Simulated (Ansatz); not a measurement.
## LiH, space group Fm-3m: a surface slab, step by step

With the Ansatz DFT code, driven from Python.

At the Python prompt:
```pycon
>>> import ansatz as az
>>> from ase import Atoms
>>> from ase.build import surface
>>> import numpy as np
>>> params = {
...     "functional": "pbesol",
...     "cutoff_ev": 420,
...     "smearing": "methfessel_paxton",
...     "width_ev": 0.05,
...     "scf_tol": 1e-08,
... }
>>> atoms = Atoms(
...     ["Li", "H"],
...     scaled_positions=[
...         (0.0, 0.0, 0.0),
...         (0.5, 0.5, 0.5),
...     ],
...     cell=[
...         (0.0, 2.03675, 2.03675),
...         (2.03675, 0.0, 2.03675),
...         (2.03675, 2.03675, 0.0),
...     ],
...     pbc=True,
... )
>>> # Miller indices count the vectors of the cell as typed
>>> slab = surface(atoms, (1, 0, 1), 4, vacuum=8.0)
>>> slab.pbc = True
>>> print(slab.get_chemical_formula(), "area {:.3f} A^2, cell height {:.2f} A".format(np.linalg.norm(np.cross(slab.cell[0], slab.cell[1])), slab.cell[2, 2]))
H4Li4 area 8.297 A^2, cell height 22.11 A
>>> def settings(structure):
...     return (
...         az.Crystal.from_ase(structure).calculation()
...         .functional(params["functional"])
...         .basis(params["cutoff_ev"])
...         .occupations(params["smearing"], width=params["width_ev"])
...         .scf(tolerance=params["scf_tol"])
...     )
...
>>> setup = (
...     settings(slab)
...     .kpoints(5, 5, 1)
...     .electric_field(axis=3, dipole_correction=True)
...     .relax(force_tolerance=0.03, max_steps=30)
... )
>>> result = setup.run(threads=1, pin="off")

>>> summary = result.report
>>> type(result).__name__, type(summary).__name__
('RunOutcome', 'dict')
>>> summary["published_state_doubts"]
[]
>>> summary["converged"], summary["free_energy_ev"]
(True, -877.5748781363449)
>>> print(f"slab free energy {summary['free_energy_ev']:.4f} eV, Fermi level {summary['fermi_energy_ev']:.3f} eV")
slab free energy -877.5749 eV, Fermi level -1.277 eV
>>> face = summary["work_function"]
>>> print("work function (eV), upper and lower face:", *(round(face[k], 3) for k in ("phi_plus_ev", "phi_minus_ev") if face.get(k) is not None))
work function (eV), upper and lower face: 3.134 3.134
>>> print(f"dipole {face['dipole_moment_e_ang']:+.4f} e A")
dipole -0.0000 e A
>>> # surface energy from the bulk energy at the same settings
>>> bulk = settings(atoms).kpoints(9, 9, 9).run(threads=1, pin="off").report
>>> excess = summary["free_energy_ev"] - bulk["free_energy_ev"] * len(slab) / len(atoms)
>>> area = np.linalg.norm(np.cross(slab.cell[0], slab.cell[1]))
>>> print(f"mean surface energy {excess / (2 * area) * 16.02177:.3f} J/m^2 ({1000 * excess / (2 * area):.1f} meV/A^2)")
mean surface energy 0.389 J/m^2 (24.3 meV/A^2)
>>> print("atom   z before  z after (A)")
atom   z before  z after (A)
>>> for atom, site in zip(slab, result.lattice.sites):
...     print(f"{atom.symbol:3s} {atom.z:9.3f} {site.position_ang[2]:9.3f}")
...
Li      8.000     8.146
H       8.000     8.094
Li     10.037    10.067
H      10.037    10.079
Li     12.073    12.043
H      12.073    12.031
Li     14.110    13.964
H      14.110    14.016
```

Absolute energies stand on the zero of these potentials, so only differences at equal settings mean something. A total without «per atom» is that of the cell as typed. The relaxation stopped at 0.018 eV/Å, so the energy gained is a lower bound and displacements are uncertain. An absolute Fermi energy rests on an arbitrary zero of the periodic potential and has no direct meaning. In a crystal with a gap the Fermi level's place inside it depends on smearing and mesh. In a slab with a gap the Fermi level, and so this work function, hangs on the smearing. The structure is a deposited one; some such entries were measured under pressure or heat, so a shift against it needn't be the functional's error alone. The slab is thin and cut from the structure as given; a cut can leave two unlike or polar faces, and the surface energy is then their mean. Miller indices refer to the vectors of the cell as typed, and the lattice isn't relaxed for this functional, so relaxation and surface energy can hold strain. It ran for 6.8 s on 1 thread of Arm Neoverse V2, on a shared host, peak memory 0.42 GiB.

(Lines on the test bed's own set-up are left out of the output.)
